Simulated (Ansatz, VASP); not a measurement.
## SiGe in VASP and in Ansatz

```
Si Ge
1.0
     0.00000    3.08325    2.77146
     3.08325    0.00000    2.77146
     3.08325    3.08325    0.00000
Si Ge
1 1
Direct
  0.00000 0.00000 0.00000
  0.75000 0.75000 0.75000
```

Change from the starting cell: strain +0.1125 x Voigt [1, 1, 0, 0, 0, 0], atoms carried along.

Alike in both runs: task single point; functional LDA; k mesh 10 × 10 × 10; occupations gaussian, width 0.05 eV; no spin polarisation.

```csv
,VASP,Ansatz
version,VASP 6.6.1,Ansatz 0.2.0
potentials or method,"VASP PAW LDA potentials, release 64 (Si, Ge_d)","scalar-relativistic, plane waves, PAW"
plane-wave cutoff (eV),520,420
valence electrons in the cell,18,18
```

```csv
,VASP,Ansatz,Ansatz less VASP
gap on the k mesh at the Fermi level (eV),none,none,-
pressure (GPa),-11.4,-11.4,-0.03
largest component of the traceless stress (GPa),4.24,4.23,-0.015
```

A gap of «none» marks a metal or a gap that the smearing closes.
